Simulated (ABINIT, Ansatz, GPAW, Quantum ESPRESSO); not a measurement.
The band gap of TiO2, sorted by core time

```
Ti O
1.0
     4.59984    0.00000    0.00000
     0.00000    4.59984    0.00000
     0.00000    0.00000    2.95921
Ti O
2 4
Direct
  0.00000 0.00000 0.50000
  0.50000 0.50000 0.00000
  0.30432 0.30432 0.50000
  0.19568 0.80432 0.00000
  0.80432 0.19568 0.00000
  0.69568 0.69568 0.50000
```

```csv
rung,level,program and potentials,cutoff (eV),k mesh,core time,chip,band gap (eV),notes
GGA,PBEsol,"Ansatz, all-electron LAPW, scalar-relativistic",-,6 × 6 × 9,33 s,AMD EPYC 9R45 Zen 5,1.82,-
GGA,BLYP,"GPAW, PAW data sets generated for this functional",800,4 × 4 × 6,2.1 min,Intel Xeon Platinum 8488C Sapphire Rapids,1.88,coarse mesh
LDA,LDA,"Quantum ESPRESSO, GBRV 1.5 LDA",612,6 × 6 × 9,2.2 min,Arm Neoverse V2,1.78,-
LDA,LDA,"GPAW, PAW data sets generated for this functional",800,4 × 4 × 6,2.3 min,Intel Xeon Platinum 8488C Sapphire Rapids,1.79,coarse mesh
GGA + U (4 eV),PBEsol+U (Ti d U = 4 eV),"GPAW, PAW data sets generated for this functional",800,4 × 4 × 7,2.8 min,Arm Neoverse V2,2.47,-
LDA,LDA,"ABINIT, JTH PAW LDA v2.0",626,6 × 6 × 9,2.8 min,Intel Xeon 6975P-C Granite Rapids,1.77,-
GGA + U (8 eV),PBEsol+U (Ti d U = 8 eV),"GPAW, PAW data sets generated for this functional",800,4 × 4 × 7,2.9 min,Arm Neoverse V2,3.19,-
GGA,PBEsol,"GPAW, PAW data sets generated for this functional",800,4 × 4 × 7,2.9 min,Arm Neoverse V2,1.84,-
GGA,PBEsol,"Quantum ESPRESSO, GBRV 1.5 PBEsol",612,6 × 6 × 9,3.2 min,Arm Neoverse V1,1.83,-
GGA,PBEsol,"ABINIT, JTH PAW PBE v2.0",626,6 × 6 × 9,3.4 min,Intel Xeon 6975P-C Granite Rapids,1.82,potentials made for PBE
meta-GGA,r4SCAN,"GPAW, GPAW PAW data sets (gpaw-data 1.2.1)",800,4 × 4 × 6,4.3 min,AMD EPYC 7B13 Zen 3,2.24,coarse mesh; potentials made for PBE
GGA,PBE,"ABINIT, JTH PAW PBE v2.0",626,6 × 6 × 9,5.1 min,Arm Neoverse V1,1.86,-
```

Times are single runs on shared hosts and different chips, so they are rough; meshes, cutoffs and the tasks' sizes weigh on the time. Task: band structure. All rows: no spin polarisation. Gaps are the least found on the k mesh or the band path, and a mesh can miss the band edges. Meshes differ between rows, which moves values too. All levels ran on this one cell, unrelaxed unless noted. Meshes are those of the run's cell of 6 atoms unless a note names another. Misses use the values as printed. Runs on faulty files, with rough fits or with known faults for this quantity aren't shown. No row holds spin-orbit coupling.

Measured: 3.05 eV (arxiv:2112.05953).

Problem. Which of the timed runs without a coarse mesh or an atomic basis is the cheapest that comes within 0.3 eV of the measured band gap?

Solution. PBEsol+U (GPAW, PAW data sets generated for this functional): 3.19 eV in 2.9 min. One crystal doesn't make the level reliable, since errors can cancel. LDA and GGA gaps fall short mostly because these functionals lack the derivative discontinuity; the runs are for a static lattice, while measurements hold temperature and zero-point motion.
